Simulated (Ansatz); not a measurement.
Crystal: MoP.

```
Mo P
1.0
     3.22300    0.00000    0.00000
    -1.61150    2.79120    0.00000
     0.00000    0.00000    3.19100
Mo P
1 1
Direct
  0.00000 0.00000 0.00000
  0.33333 0.66667 0.50000
```

Program: Ansatz 0.2.0. Alike in all runs: potentials or basis Ansatz PAW; no spin polarisation; cell as given; k mesh 10 × 10 × 8; smearing fermi-dirac 0.05 eV.

Problem. Order these runs on this cell by their pressure, lowest first.
A. level r2SCAN; cutoff (eV) 500; points for each segment of the path 14
B. level LDA; cutoff (eV) 420; points for each segment of the path 14
C. level BLYP; cutoff (eV) 420; points for each segment of the path 14
D. level revPBE; cutoff (eV) 420; points for each segment of the path 14
E. level PBEsol; cutoff (eV) 420

Solution. B (-7.4 GPa), E (-3.8 GPa), A (0.7 GPa), D (4.7 GPa), C (13.4 GPa).

Caveats: the PAW data sets come from PBE, with cores solved anew for the run's functional, which leaves a small shift of forces and pressure.

Runs at the PBE level aren't shown here.
